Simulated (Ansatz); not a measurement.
# TiAl3: strain energy, fitted

TiAl3, I4/mmm, a = 3.816 Å, c = 8.554 Å. Ansatz: PBEsol, PAW, 420 eV, Γ-centred 10×10×4 mesh on 8 atoms, Gaussian smearing 0.10 eV; no spin polarisation. Series: equal strain along all axes, cell held, atoms fixed by symmetry; x is the strain in per cent. y is the free energy over the unstrained cell, V0 = 15.567 Å³/atom.

| x (%) | y (meV/atom) |
| --- | --- |
| -3.0 | 48.09 |
| -2.0 | 20.71 |
| -1.0 | 5.01 |
| 0.0 | 0.00 |
| 1.0 | 4.75 |
| 2.0 | ? |
| 3.0 | 40.14 |

Task: Fit y = c2 x² + c3 x³ to the other rows, turn c2 into a modulus, and predict the missing energy.

Result: Least squares on the rows shown. y = 4.8998 x² − 0.14685 x³. In eV per unit strain² c2 is 49.00; the stiffness is B for this strain (E = 9/2 B V0 ε², shape held): 2 × 49.00 × 160.2 / (9 × 15.567) = 112 GPa. At x = 2.0 the fit asked for gives 18.42 meV/atom. The run gave 18.39 meV/atom, so the fit is 0.03 meV/atom too high, within the rms miss on the fitted rows (0.04 meV/atom).